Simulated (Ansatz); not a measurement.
**Calculated with Ansatz: TiPbO₃, relaxation**

Input:

```yaml
crystal:
  lattice:
    - [3.94471699, 3.94471699, 0.0]
    - [3.94471699, -3.94471699, 0.0]
    - [0.0, 0.0, 3.94471699]
  atoms:
    - { symbol: Pb, position: [0.0, 0.0, 0.0] }
    - { symbol: Pb, position: [0.5, 0.5, 0.0] }
    - { symbol: Ti, position: [0.0, 0.5, 0.5] }
    - { symbol: Ti, position: [0.5, 0.0, 0.5] }
    - { symbol: O, position: [0.25, 0.75, 0.5] }
    - { symbol: O, position: [0.75, 0.25, 0.5] }
    - { symbol: O, position: [0.25, 0.25, 0.5] }
    - { symbol: O, position: [0.75, 0.75, 0.5] }
    - { symbol: O, position: [0.0, 0.5, 0.0] }
    - { symbol: O, position: [0.5, 0.0, 0.0] }
kpoints:
  mp_grid: { grid: [4, 4, 6], shift: [0, 0, 0] }
magnetization:
  spin_polarized: true
scf:
  occupations: { method: fermi_dirac }
  lower_state_search: "off"
hamiltonian:
  pseudopotentials: { kind: paw }
  xc: r2scan
basis:
  ecutwfc: 500
  fft_grid_basis: typed
relax:
  max_steps: 40
  cell: { p_target: 20.0 }
output:
  forces: true
  stress: true
  eigenvalues: true
  bader: true
  populations: true
  elf: true
  write_potential: true
  volumetric_format: npy
  dos:
    e_range: [-12, 8]
    de: 0.05
    projected: { site_lists: { O: [O], Pb: [Pb], Ti: [Ti] } }
checkpoint:
  read: saved_state
```

Run with:

```bash
ansatz run input.yaml --threads 2 --pin off --max-ram 4096MiB --backend cpu --events-out ev --progress --plain --runs-dir out
```

Origin of the cell: a database entry, scaled a little.

The smearing width isn't typed, so it takes its default of 0.1 eV.

The saved state is a converged single point of the same cell.

Steps («new basis» is an SCF on plane waves selected anew at the same cell):

| step | ΔH (meV/atom) | max force component (eV/Å) | P (GPa) | volume (Å³) | SCF iterations | step was |
| --- | --- | --- | --- | --- | --- | --- |
| 1 | 0.0 | 0.000 | -1.39 | 122.77 | 6 | accepted |
| 2 | -72.6 | 0.000 | 27.76 | 108.89 | 8 | accepted |
| 3 | -79.3 | 0.000 | 18.92 | 112.27 | 7 | accepted |
| 4 | -79.5 | 0.000 | 19.96 | 111.84 | 5 | accepted |
| 5 | -78.9 | 0.000 | 20.00 | 111.84 | 6 | new basis |

Step 1, with forces in eV/Å:

```xyz
10
Lattice="3.945 3.945 0.000 3.945 -3.945 0.000 0.000 0.000 3.945" Properties=species:S:1:pos:R:3:forces:R:3 pbc="T T T" step=1
Pb    0.000    0.000    0.000    0.000    0.000    0.000
Pb    3.945    0.000    0.000    0.000    0.000    0.000
Ti    1.972   -1.972    1.972    0.000    0.000    0.000
Ti    1.972    1.972    1.972    0.000    0.000    0.000
O     3.945   -1.972    1.972    0.000    0.000    0.000
O     3.945    1.972    1.972    0.000    0.000    0.000
O     1.972    0.000    1.972    0.000    0.000    0.000
O     5.917    0.000    1.972    0.000    0.000    0.000
O     1.972   -1.972    0.000    0.000    0.000    0.000
O     1.972    1.972    0.000    0.000    0.000    0.000
```

Step 2, with forces in eV/Å:

```xyz
10
Lattice="3.790 3.790 0.000 3.790 -3.790 0.000 0.000 0.000 3.790" Properties=species:S:1:pos:R:3:forces:R:3 pbc="T T T" step=2
Pb    0.000    0.000    0.000    0.000    0.000    0.000
Pb    3.790    0.000    0.000    0.000    0.000    0.000
Ti    1.895   -1.895    1.895    0.000    0.000    0.000
Ti    1.895    1.895    1.895    0.000    0.000    0.000
O     3.790   -1.895    1.895    0.000    0.000    0.000
O     3.790    1.895    1.895    0.000    0.000    0.000
O     1.895    0.000    1.895    0.000    0.000    0.000
O     5.685    0.000    1.895    0.000    0.000    0.000
O     1.895   -1.895    0.000    0.000    0.000    0.000
O     1.895    1.895    0.000    0.000    0.000    0.000
```

Step 3, with forces in eV/Å:

```xyz
10
Lattice="3.829 3.829 0.000 3.829 -3.829 0.000 0.000 0.000 3.829" Properties=species:S:1:pos:R:3:forces:R:3 pbc="T T T" step=3
Pb    0.000    0.000    0.000    0.000    0.000    0.000
Pb    3.829    0.000    0.000    0.000    0.000    0.000
Ti    1.914   -1.914    1.914    0.000    0.000    0.000
Ti    1.914    1.914    1.914    0.000    0.000    0.000
O     3.829   -1.914    1.914    0.000    0.000    0.000
O     3.829    1.914    1.914    0.000    0.000    0.000
O     1.914    0.000    1.914    0.000    0.000    0.000
O     5.743    0.000    1.914    0.000    0.000    0.000
O     1.914   -1.914    0.000    0.000    0.000    0.000
O     1.914    1.914    0.000    0.000    0.000    0.000
```

Step 5, with forces in eV/Å:

```xyz
10
Lattice="3.824 3.824 0.000 3.824 -3.824 0.000 0.000 0.000 3.824" Properties=species:S:1:pos:R:3:forces:R:3 pbc="T T T" step=5
Pb    0.000    0.000    0.000    0.000    0.000    0.000
Pb    3.824    0.000    0.000    0.000    0.000    0.000
Ti    1.912   -1.912    1.912    0.000    0.000    0.000
Ti    1.912    1.912    1.912    0.000    0.000    0.000
O     3.824   -1.912    1.912    0.000    0.000    0.000
O     3.824    1.912    1.912    0.000    0.000    0.000
O     1.912    0.000    1.912    0.000    0.000    0.000
O     5.736    0.000    1.912    0.000    0.000    0.000
O     1.912   -1.912    0.000    0.000    0.000    0.000
O     1.912    1.912    0.000    0.000    0.000    0.000
```

* Enthalpy lowered by: 78.9 meV/atom
* Volume change: -8.90 %
* Final pressure: 20.00 GPa
* Relaxation steps listed: 5

Caveats: no spin-orbit coupling, though heavy elements are present; spin is on but no moment was typed; the relaxation held the start's symmetry, so the end may be a saddle point.

Time: 2.1 min on 2 threads of Arm Neoverse V1 (shared host), peak memory 0.89 GiB, from a saved density.
